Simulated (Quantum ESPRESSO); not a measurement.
CoO:

```
CELL_PARAMETERS angstrom
2.85630 0.00000 0.00000
-1.42815 2.47363 0.00000
0.00000 0.00000 2.78761
ATOMIC_POSITIONS crystal
Co 0.00000 0.00000 0.00000
O 0.66667 0.33333 0.50000
```

Measurements of this composition are mostly on another form, of space group No. 225.

Program: Quantum ESPRESSO 7.5. Alike in all runs: task single point; level LDA+U; potentials or basis SSSP 1.3 efficiency PBE; spin collinear, ferromagnetic start; cell as given; k mesh 11 × 11 × 10; cutoff (eV) 748; smearing fermi-dirac 0.05 eV.

Problem. Order these runs on this cell by their pressure, lowest first.
A. U Co d U = 2 eV
B. U Co d U = 1 eV
C. U Co d U = 6 eV
D. U Co d U = 8 eV
E. U Co d U = 3 eV

Solution. B (-24.0 GPa), A (-20.5 GPa), E (-18.7 GPa), C (-14.6 GPa), D (-11.9 GPa).

Caveats: the potentials were made for another functional, which shifts forces and pressure; a cell with one magnetic atom can't hold antiferromagnetic order, which such compounds often take.
